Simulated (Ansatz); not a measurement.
Input and command of a calculation in Ansatz (plane waves; scalar-relativistic PAW potentials unless the input names others):

```yaml
crystal:
  lattice:
    - [3.6273864348, 0.0, 0.0]
    - [-1.8136932174, 6.6672420203, 0.0]
    - [0.0, 0.0, 30.7582192531]
  atoms:
    - { symbol: S, position: [0.1701164439, 0.3402328879, 0.3576279859] }
    - { symbol: S, position: [0.44088445, 0.8817689, 0.3721169616] }
    - { symbol: Zr, position: [0.6110008939, 0.2220017878, 0.4099149825] }
    - { symbol: S, position: [0.7811173379, 0.5622346757, 0.4477130034] }
    - { symbol: S, position: [0.0518853439, 0.1037706878, 0.4622019791] }
    - { symbol: Zr, position: [0.2220017878, 0.4440035757, 0.5] }
    - { symbol: S, position: [0.3921182318, 0.7842364636, 0.5377980209] }
    - { symbol: S, position: [0.6628862378, 0.3257724757, 0.5522869966] }
    - { symbol: Zr, position: [0.8330026818, 0.6660053635, 0.5900850175] }
    - { symbol: S, position: [0.0031191257, 0.0062382514, 0.6278830384] }
    - { symbol: S, position: [0.2738871318, 0.5477742635, 0.6423720141] }
basis:
  ecutwfc: 420
kpoints:
  mp_grid: { grid: [8, 4, 1] }
hamiltonian:
  xc: pbesol
scf:
  occupations: { method: gaussian, width: 0.05 }
  initial_density: { chi_scale: 0.0 }
output:
  forces: true
  eigenvalues: true
  stress: true
efield:
  axis: 3
  dipole_correction: true
  ramp_width: 0.04
accuracy: high
```

```bash
ansatz run input.yaml --threads 1 --pin off --max-ram 2560MiB --backend cpu --events-out ev --progress --plain --runs-dir out
```

Abridged log:
```
Warning: crystal.symmetry: narrowed to the stabiliser of the k-point mesh — unitary ops 2 → 1; excluded 1 operation that carries a point of the 8×4×1 mesh (shift [0, 0, 0]) off the mesh (the run samples exactly the mesh kpoints.mp_grid names, as under crystal.symmetry.detect: false, and its converged state has the mesh's symmetry, not the crystal's; ε∞, the Born charges and the force constants of a linear response (`dielectric:` by the response, `phonons.method: dfpt`) are averaged over those of the crystal's operations that the state keeps within a tolerance, where `mesh_tensors`, `unaveraged ...
Basis set: ecut = 420 eV, 14531 PW (Γ), exchange–correlation on 60×108×480 points (8 copies of the dense FFT grid, shifted against one another)
Bands: 53, of which v1, the nominal top of the filled ones, is band 42 counted from 1 (41 counted from 0)
Symmetry: 1 space group operations
k-points: 18 of 32 (time reversal used)
SCF iter   1: F=—  HF=-19475.958490 eV  |F-HF|=—  |Δ(HF+E_count)|=         —  Δρ=2.65e-2  dr2=8.39e0  ethr=3.10e-3  p= 0.000 e·Å  D=-7.01e-7 V/Å  ΔV_dip=0.00 eV  dr2_dipole=2.08e-6  V_vac-E_F(+/−)=7.51/7.51 eV  ⟨swp⟩=7.2  Hψ=4182  notcnv=0  defer=8
efield: sawtooth ramp at fractional position 0.9800 (placed from the atoms, in the widest stretch of the axis that holds none; the zero of the levels goes with the place), width 0.0400; the density the first Hamiltonian is built on has a dipole p =  0.000 e·Å; the dipole correction subtracts the counter field D = -7.01e-7 V/Å, which shifts the + side's vacuum level by +0.00 eV against the − side's; the planar-averaged density in the ramp window peaks in size at 1.7e-7 e/Å³
SCF iter   2: F=—  HF=-19475.195749 eV  |F-HF|=—  |Δ(HF+E_count)|=   7.63e-1  Δρ=2.14e-2  dr2=4.99e0  ethr=3.10e-3  p= 0.000 e·Å  D=-4.33e-5 V/Å  ΔV_dip=0.00 eV  dr2_dipole=3.78e-7  V_vac-E_F(+/−)=6.84/6.83 eV  ⟨swp⟩=3.0  Hψ=2106  notcnv=0  defer=66
SCF iter   3: F=—  HF=-19473.834016 eV  |F-HF|=—  |Δ(HF+E_count)|=    1.36e0  Δρ=4.62e-3  dr2=5.70e-1  ethr=3.10e-3  p= 0.000 e·Å  D=-4.00e-6 V/Å  ΔV_dip=0.00 eV  dr2_dipole=2.17e-6  V_vac-E_F(+/−)=7.01/7.01 eV  ⟨swp⟩=3.1  Hψ=1817  notcnv=0  defer=66
SCF iter   4: F=—  HF=-19473.790260 eV  |F-HF|=—  |Δ(HF+E_count)|=   4.38e-2  Δρ=2.55e-3  dr2=1.62e-1  ethr=6.79e-4  p= 0.000 e·Å  D=-1.49e-6 V/Å  ΔV_dip=0.00 eV  dr2_dipole=1.02e-7  V_vac-E_F(+/−)=6.99/6.99 eV  ⟨swp⟩=1.9  Hψ=1197  notcnv=0  defer=84
SCF iter   5: F=—  HF=-19473.774436 eV  |F-HF|=—  |Δ(HF+E_count)|=   1.58e-2  Δρ=1.52e-3  dr2=4.92e-2  ethr=1.93e-4  p= 0.000 e·Å  D=-1.40e-6 V/Å  ΔV_dip=0.00 eV  dr2_dipole=7.27e-11  V_vac-E_F(+/−)=6.95/6.95 eV  ⟨swp⟩=2.1  Hψ=1322  notcnv=0  defer=89
SCF iter   6: F=—  HF=-19473.770543 eV  |F-HF|=—  |Δ(HF+E_count)|=   3.89e-3  Δρ=8.00e-4  dr2=1.60e-2  ethr=5.85e-5  p= 0.000 e·Å  D=-3.00e-7 V/Å  ΔV_dip=0.00 eV  dr2_dipole=2.48e-9  V_vac-E_F(+/−)=6.95/6.95 eV  ⟨swp⟩=2.2  Hψ=1168  notcnv=0  defer=89
SCF iter   7: F=—  HF=-19473.769462 eV  |F-HF|=—  |Δ(HF+E_count)|=   1.08e-3  Δρ=4.39e-4  dr2=5.29e-3  ethr=1.91e-5  p= 0.000 e·Å  D=-1.45e-6 V/Å  ΔV_dip=0.00 eV  dr2_dipole=1.25e-8  V_vac-E_F(+/−)=6.96/6.96 eV  ⟨swp⟩=1.3  Hψ=911  notcnv=0  defer=89
SCF iter   8: F=—  HF=-19473.769055 eV  |F-HF|=—  |Δ(HF+E_count)|=   4.07e-4  Δρ=1.01e-4  dr2=3.76e-4  ethr=6.30e-6  p=0.000 e·Å  D=4.39e-7 V/Å  ΔV_dip= 0.00 eV  dr2_dipole=1.10e-10  V_vac-E_F(+/−)=6.96/6.96 eV  ⟨swp⟩=1.8  Hψ=884  notcnv=0  defer=89
SCF iter   9: F=—  HF=-19473.769022 eV  |F-HF|=—  |Δ(HF+E_count)|=   3.22e-5  Δρ=2.57e-5  dr2=1.16e-5  ethr=4.48e-7  p= 0.000 e·Å  D=-5.31e-7 V/Å  ΔV_dip=0.00 eV  dr2_dipole=8.09e-10  V_vac-E_F(+/−)=6.96/6.96 eV  ⟨swp⟩=2.2  Hψ=1218  notcnv=0  defer=89
SCF iter  10: F=—  HF=-19473.769212 eV  |F-HF|=—  |Δ(HF+E_count)|=   1.89e-4  Δρ=1.09e-5  dr2=1.58e-6  ethr=1.39e-8  p=0.000 e·Å  D=4.29e-7 V/Å  ΔV_dip= 0.00 eV  dr2_dipole=2.64e-10  V_vac-E_F(+/−)=6.96/6.96 eV  ⟨swp⟩=2.1  Hψ=1348  notcnv=0  defer=88
SCF iter  11: F=—  HF=-19473.769213 eV  |F-HF|=—  |Δ(HF+E_count)|=   1.25e-6  Δρ=3.29e-6  dr2=2.08e-7  ethr=1.89e-9  p= 0.000 e·Å  D=-3.33e-7 V/Å  ΔV_dip=0.00 eV  dr2_dipole=1.01e-10  V_vac-E_F(+/−)=6.96/6.96 eV  ⟨swp⟩=2.0  Hψ=1273  notcnv=0  defer=88
SCF iter  12: F=-19473.769213 eV  HF=-19473.769213 eV  |F-HF|=5.57e-8  |Δ(HF+E_count)|=   1.65e-8  Δρ=1.31e-6  dr2=2.13e-8  ethr=1.19e-10  p=0.000 e·Å  D=2.85e-7 V/Å  ΔV_dip= 0.00 eV  dr2_dipole=2.01e-13  V_vac-E_F(+/−)=6.96/6.96 eV  ⟨swp⟩=13.4  Hψ=4342  notcnv=0
SCF iter  13: F=—  HF=-19473.769213 eV  |F-HF|=—  |Δ(HF+E_count)|=   4.74e-8  Δρ=4.93e-7  dr2=3.60e-9  ethr=2.54e-11  p= 0.000 e·Å  D=-1.07e-7 V/Å  ΔV_dip=0.00 eV  dr2_dipole=4.98e-13  V_vac-E_F(+/−)=6.96/6.96 eV  ⟨swp⟩=2.0  Hψ=1269  notcnv=0
SCF iter  14: F=—  HF=-19473.769213 eV  |F-HF|=—  |Δ(HF+E_count)|=   1.59e-8  Δρ=1.82e-7  dr2=5.59e-10  ethr=4.28e-12  p=0.000 e·Å  D=7.05e-8 V/Å  ΔV_dip= 0.00 eV  dr2_dipole=1.01e-13  V_vac-E_F(+/−)=6.96/6.96 eV  ⟨swp⟩=2.0  Hψ=1411  notcnv=0
SCF iter  15: F=-19473.769213 eV  HF=-19473.769213 eV  |F-HF|=7.79e-10  |Δ(HF+E_count)|=   2.59e-9  Δρ=6.06e-8  dr2=4.68e-11  ethr=1.00e-12  p=0.000 e·Å  D=4.31e-9 V/Å  ΔV_dip= 0.00 eV  dr2_dipole=5.41e-14  V_vac-E_F(+/−)=6.96/6.96 eV  ⟨swp⟩=5.0  Hψ=3508  notcnv=0
SCF 1 converged in 15 iterations: F = -19473.769213 eV  dr2 = 4.68e-11
SCF converged after 15 iterations
Free energy (F): -19473.769213 eV
Harris-Foulkes:  -19473.769213 eV  (|F-HF|=7.79e-10)
Internal energy: -19473.750278 eV  (E = F + TS)
E sigma→0 (E₀):  -19473.759745 eV
Entropy (-TS):   -0.018935 eV (-1.721 meV/atom)
Fermi energy:    -2.596692 eV
Dipole field:    D =  0.000000 V/Å  (p = -0.000001 e·Å, saw-weighted, corrected)
Work function:   Φ+ = 6.9625 eV   Φ− = 6.9625 eV
Levels:          The Fermi level and band energies are counted from a zero that moves with the ramp; work functions are not
--- Forces (eV/Å), atoms counted from 1 ---
  atom   1  S      0.01972378    -0.41014134     0.50592720
  atom   2  S     -0.01306747     0.63355550     0.18798568
  atom   3  Zr    -0.00009758    -0.44331653    -1.02078317
  atom   4  S      0.00036241     0.25604398     0.07725951
  atom   5  S     -0.00047976    -0.00689940     0.31983497
  atom   6  Zr     0.00000001     0.00000014     0.00000006
  atom   7  S      0.00047974     0.00689895    -0.31983393
  atom   8  S     -0.00036243    -0.25604313    -0.07725893
  atom   9  Zr     0.00009761     0.44331415     1.02078373
  atom  10  S      0.01306750    -0.63355479    -0.18798588
  atom  11  S     -0.01972383     0.41014161    -0.50592855
--- Stress (GPa, compression-positive) ---
       -1.101370       0.017050      -0.014958
        0.017050      -1.414859       0.055395
       -0.014958       0.055395      -0.268176
  P = ⅓ Tr σ = -0.9281 GPa (-9.281 kbar)
```

Apart from outputs and empty bands, the input differs from a reference run on usual settings in scf.initial_density.chi_scale: not typed → 0.0; accuracy: not typed → "high". The reference, at the same geometry (not necessarily relaxed), gave pressure -0.93 GPa (averaged over a cell that holds vacuum), largest force 1.113 eV/Å, no gap on the mesh. This run converged in 15 SCF iterations (reference: 11) with an energy at zero smearing within 0.01 meV/atom of the reference's, pressure -0.93 GPa (averaged over a cell that holds vacuum), largest force 1.113 eV/Å, no gap on the mesh.

Time: 42 s on 1 thread of Intel(R) Xeon(R) Platinum 8559C (Emerald Rapids), on a shared host, peak memory 1.1 GiB.